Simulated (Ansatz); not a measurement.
# Rock-salt LiCl, displaced supercell (64 atoms) under strain: runs compared

How stiff is rock-salt LiCl, displaced supercell (64 atoms), and how do its levels respond to strain?

Computed with Ansatz 0.2.0: Kohn-Sham DFT, PBE, PAW (set soft_2), plane waves.

## 1. The cell as built

The cell holds 64 atoms: 32 Li and 32 Cl. Its edges and angles: a = 10.074 Å, b = 10.074 Å, c = 10.074 Å, α = 90.0°, β = 90.0°, γ = 90.0°. It derives from LiCl (rock-salt), repeated 2×2×2. Rock-salt LiCl (a = 5.14 Å), 2 x 2 x 2 conventional cells, isotropic strain -2 %; every coordinate displaced by a Gaussian of 0.07 Å.

Limits known from the start: The Brillouin zone is sampled at Γ only.

## 2. The reference run

The reference is a single point at the end of the relaxation.

Every strained cell starts from the geometry of this run, and its atoms are relaxed with the cell held.

Its input, with most atom lines left out:

```yaml
crystal:
  lattice:
    - [10.32404, 0.0001, 0.00015]
    - [0.0001, 10.32529, 0.00018]
    - [0.00015, 0.00018, 10.324]
  atoms:
    - { symbol: Li, position: [0.00135, 0.00079, 9.0e-05] }
    - { symbol: Cl, position: [0.25137, 0.0015, 0.00117] }
    - { symbol: Li, position: [0.99953, 0.25148, 0.25087] }
    - { symbol: Cl, position: [0.251, 0.25118, 0.25122] }
    - { symbol: Li, position: [0.25008, 0.00093, 0.24974] }
    - { symbol: Cl, position: [0.00125, 0.00116, 0.25102] }
    - { symbol: Li, position: [0.25067, 0.25066, 0.00026] }
    [... atom lines 8 to 64 left out ...]
kpoints:
  mp_grid: { grid: [1, 1, 1] }
hamiltonian:
  xc: pbe
scf:
  occupations: { method: fixed }
output:
  forces: true
  stress: true
  populations: true
  dos:
    method: { smearing: { sigma: 0.08 } }
    de: 0.1
    projected: { site_lists: { Cl: [Cl], Li: [Li] } }
  eigenvalues: true
  write_density: true
  write_potential: true
  volumetric_format: npy
```

```
free energy per atom   : -643.9108 eV/atom
r.m.s. force component : 0.00606 eV/Å
pressure               : 0.01437 GPa
```

Filled and empty levels are parted by 6.22 eV at Γ alone; the mesh holds the band edges only if they fold onto it, so the gap at this level can be narrower or closed, while semilocal functionals tend to narrow gaps against experiment.

## 3. The runs

Each row is one run, on 4 threads of Arm Neoverse V1, shared host. The free energy is the program's total, comparable only between runs with the same functional, potentials and atoms.

```csv
run,atoms,outcome,"ionic steps, all passes",free energy (eV),time,host memory (GiB)
Single point at the start,64,converged,-,-41208.609,4.5 s,0.93
Cell and atoms relaxed,64,converged,4,-41210.294,17 s,0.97
Single point at the relaxed geometry,64,converged,-,-41210.294,10 s,1.0
Volume -3 %,64,converged,2,-41210.186,14 s,1.0
Volume +3 %,64,converged,2,-41210.203,15 s,1.1
Volume -6 %,64,converged,2,-41209.846,14 s,1.0
Volume +6 %,64,converged,2,-41209.944,16 s,1.1
Volume -10 %,64,converged,2,-41208.959,13 s,0.99
Stretched by 1 % along x,64,converged,2,-41210.278,15 s,1.0
Compressed by 1 % along x,64,converged,2,-41210.274,15 s,1.0
Sheared by 2 % in xy,64,converged,2,-41210.259,15 s,1.0
```

In some runs the program notes that the SCF threshold is loose for the stress.

## 4. Pressure against volume

Atoms are relaxed at each volume, in the scaled cell.

```csv
volume change (%),volume (Å³/atom),energy change (meV/atom),pressure (GPa),largest move on relaxing (Å),bonds,gap (eV)
-10,15.476,20.85,4.25,0.00,192,6.82
-6,16.164,6.99,2.28,0.00,192,6.58
-3,16.680,1.68,1.06,0.00,192,6.39
+0,17.196,0.00,0.01,-,192,6.22
+3,17.712,1.42,-0.87,0.00,192,6.05
+6,18.227,5.47,-1.63,0.00,192,5.91
```

## 5. Uniaxial strain and shear

Stress (GPa, compression positive) less that of the relaxed cell, atoms relaxed:

```csv
strain,xx,yy,zz,xy,energy change (meV/atom)
stretched by 1 % along x,-0.477,-0.219,-0.219,0.000,0.25
compressed by 1 % along x,0.544,0.231,0.231,0.000,0.30
sheared by 2 % in xy,0.013,0.013,-0.007,-0.501,0.54
```

## 6. Findings

The bulk modulus, from the slope of pressure against ln V over the three points nearest the relaxed volume, is 32.1 GPa; a quadratic over all points gives a pressure derivative of about 4.7. The gap goes from 6.82 eV at the smallest volume to 5.91 eV at the largest, -5.6 eV per unit of ln V by a straight line, on the run's k-points. In the Cartesian axes of the cell, finite differences give C11 = 51.0, C12 = 22.5, C13 = 22.5 and C66 = 25.1 GPa (the shear of 2 % is the engineering strain, εxy = 0.01). The mean of C11, C12 and C13, which equals the bulk modulus in a cubic or isotropic solid, is 32.0 GPa: it agrees with the bulk modulus within 10 %.

**Limits.** Strains are finite and relaxations stop at the force tolerance of the input, which can leave moduli too stiff; they are those of a static cell at zero temperature. Volumes are changed with the cell's shape held, so in an anisotropic solid the modulus lies over the one under free hydrostatic load. The program notes that the SCF threshold of the relaxations is loose for the stress.

The DFT runs together took 2.5 min of wall time.

[Logs are printed without paths, hosts, clocks, repeated set-up lines and the standing remarks that a program may print on its own settings, such as how far it seeks lower states.]

[Hosts, paths, dates, database ids (printed as entryN), source tags and the programs' standing remarks are cut or masked in the printed files.]
